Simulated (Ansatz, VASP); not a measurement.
# Two plane-wave programs on BN

INCAR

```
  PREC = Accurate
  ENCUT = 520
  EDIFF = 1E-7
  ISMEAR = 0
  SIGMA = 0.05
  LREAL = False
  LASPH = True
  NELM = 80
  ALGO = Normal
  ISIF = 2
  LWAVE = False
  LCHARG = False
  GGA = PE
  NBANDS = 16
```

KPOINTS

```
Automatic mesh
0
Gamma
  12 12 4
```

File POSCAR:

```
BN
1.0
    2.5121751215      0.0000000000      0.0000000000
   -1.2560875608      2.1756074740      0.0000000000
    0.0000000000      0.0000000000      8.3436910039
B N
2 2
Direct
    0.3777313159      0.6991682456      0.2500000000
    0.6666666667      0.3333333333      0.7500000000
    0.3333333333      0.6666666667      0.7500000000
    0.6666666667      0.3333333333      0.2500000000
```

Input for Ansatz:

```yaml
crystal:
  lattice:
    - [2.5121751215, 0.0, 0.0]
    - [-1.2560875608, 2.175607474, 0.0]
    - [0.0, 0.0, 8.3436910039]
  atoms:
    - { symbol: B, position: [0.3777313159, 0.6991682456, 0.25] }
    - { symbol: B, position: [0.6666666667, 0.3333333333, 0.75] }
    - { symbol: "N", position: [0.3333333333, 0.6666666667, 0.75] }
    - { symbol: "N", position: [0.6666666667, 0.3333333333, 0.25] }
basis:
  ecutwfc: 420
kpoints:
  mp_grid: { grid: [12, 12, 4] }
hamiltonian:
  xc: pbe
scf:
  occupations: { method: gaussian, width: 0.05 }
output:
  forces: true
  stress: true
  eigenvalues: true
  write_density: true
  write_potential: true
  elf: true
  volumetric_format: npy
```

Alike in both runs: task single point; functional PBE; k mesh 12 × 12 × 4; occupations gaussian, width 0.05 eV; no spin polarisation.

|  | VASP | Ansatz |
| --- | --- | --- |
| version | VASP 6.6.1 | Ansatz 0.2.0 |
| potentials or method | VASP PAW PBE potentials, release 64 (B, N) | scalar-relativistic, plane waves, PAW |
| plane-wave cutoff (eV) | 520 | 420 |
| valence electrons in the cell | 16 | 16 |

Ansatz gave:

| Property | Result |
| --- | --- |
| gap on the k mesh at the Fermi level (eV) | 4.25 |
| least direct gap on the mesh (eV) | 4.59 |
| pressure (GPa) | 1.4 |
| largest component of the traceless stress (GPa) | 3.75 |
| rms of the force components (eV/Å) | 1.488 |

Task: What did VASP give for the same quantities?

Result: gap on the k mesh at the Fermi level (eV): 4.24; least direct gap on the mesh (eV): 4.59; pressure (GPa): 1.4; largest component of the traceless stress (GPa): 3.83; rms of the force components (eV/Å): 1.485.

Atom by atom the forces differ by 0.004 eV/Å (rms over components). With one functional, cell and mesh, what is left measures potentials, basis and numerics.

Caveats: this functional lacks dispersion, which binds the layers, so the pressure and a relaxed spacing across them are unreliable; forces of over 1 eV/Å show positions far from the minimum, so gaps and moduli don't describe the material at rest. A k mesh can miss the band edges.
